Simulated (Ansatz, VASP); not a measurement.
# Ge in VASP and in Ansatz

File INCAR:

```
SYSTEM = Ge
PREC = Accurate
ENCUT = 520
EDIFF = 1E-6
ISMEAR = -1
SIGMA = 0.08
LREAL = .FALSE.
LASPH = .TRUE.
NELM = 100
ALGO = Normal
ISIF = 2
LWAVE = .FALSE.
LCHARG = .TRUE.
GGA = PE
LELF = .TRUE.
LVHAR = .TRUE.
NBANDS = 13
```

Contents of KPOINTS:

```
regular mesh
0
G
  16 16 16
  0 0 0
```

POSCAR

```
Ge
1.0
   -1.5435367172      1.5435367172      1.5435367172
    1.5435367172     -1.5435367172      1.5435367172
    1.5435367172      1.5435367172     -1.5435367172
Ge
1
Direct
    0.0000000000      0.0000000000      0.0000000000
```

Input for Ansatz:

```yaml
crystal:
  lattice:
    - [-1.5435367172, 1.5435367172, 1.5435367172]
    - [1.5435367172, -1.5435367172, 1.5435367172]
    - [1.5435367172, 1.5435367172, -1.5435367172]
  atoms:
    - { symbol: Ge, position: [0.0, 0.0, 0.0] }
kpoints:
  mp_grid: { grid: [16, 16, 16] }
scf:
  occupations: { method: fermi_dirac, width: 0.08 }
hamiltonian:
  xc: pbe
  pseudopotentials: { kind: all_electron, lapw: { basis_error: 0.001 } }
output:
  forces: true
  stress: true
  eigenvalues: true
  populations: true
```

Change from the starting cell: volume scaled by 0.76, LAPW.

Alike in both runs: task single point; functional PBE; k mesh 16 × 16 × 16; occupations fermi-dirac, width 0.08 eV; no spin polarisation.

|  | VASP | Ansatz |
| --- | --- | --- |
| version | VASP 6.6.1 | Ansatz 0.2.0 |
| potentials or method | VASP PAW PBE potentials, release 64 (Ge_d) | all-electron LAPW, scalar-relativistic |
| plane-wave cutoff (eV) | 520 | see its input |

VASP gave:

| Property | Result |
| --- | --- |
| pressure (GPa) | 31.3 |

Task: Estimate Ansatz's values.

Result: Pressure (GPa): 31.5.

Ansatz ran all-electron here, so the differences hold the error of VASP's frozen core and of both bases.

Caveats: so large a pressure means that the cell lies far from this level's equilibrium, or that cutoff or potentials fall short (VASP).
